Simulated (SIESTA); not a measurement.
The system is NbP.

```xyz
4
Lattice="-1.6749 1.6749 5.7401 1.6749 -1.6749 5.7401 1.6749 1.6749 -5.7401" Properties=species:S:1:pos:R:3 pbc="T T T"
Nb    1.6749    0.0000    2.8687
Nb    0.0000    0.0000    5.7387
P     0.0000    1.6749    3.8200
P     0.0000    0.0000    0.9500
```

The cell is a database's computed one.

Base run:

| Quantity | Value |
| --- | --- |
| Program | SIESTA 5.4.2 |
| Functional | vdW-DF-cx |
| Potentials or basis | PseudoDojo 0.4 standard (PBE files) |
| Basis | DZP (energy shift 0.003 Ry; two zetas on semicore shells) |
| Grid cutoff | 800 Ry |
| Energy shift | 0.003 Ry |
| k mesh | 11 × 11 × 11 |
| Occupations | fermi-dirac, width 0.05 eV |
| Spin | no spin polarisation |

Its results: band gap on the k mesh none (metal or under the smearing width); pressure -2.4 GPa; largest force 0.028 eV/Å.

After a change of settings the same cell gave: band gap on the k mesh none (metal or under the smearing width); pressure 9.7 GPa; largest force 0.015 eV/Å. Which change was it?
A. functional from vdW-DF-cx to PBEsol; potentials or basis from PseudoDojo 0.4 standard (PBE files) to PseudoDojo 0.4 standard (PBEsol files)
B. functional from vdW-DF-cx to PBE
C. functional from vdW-DF-cx to BLYP
D. functional from vdW-DF-cx to AM05; potentials or basis from PseudoDojo 0.4 standard (PBE files) to PseudoDojo 0.4 standard (PBEsol files)

C.

Caveats: the potentials were made for another functional, which shifts forces and pressure; the basis of atomic orbitals isn't converged, which shifts pressures, moduli and gaps.

Not every run made on this cell is shown here.
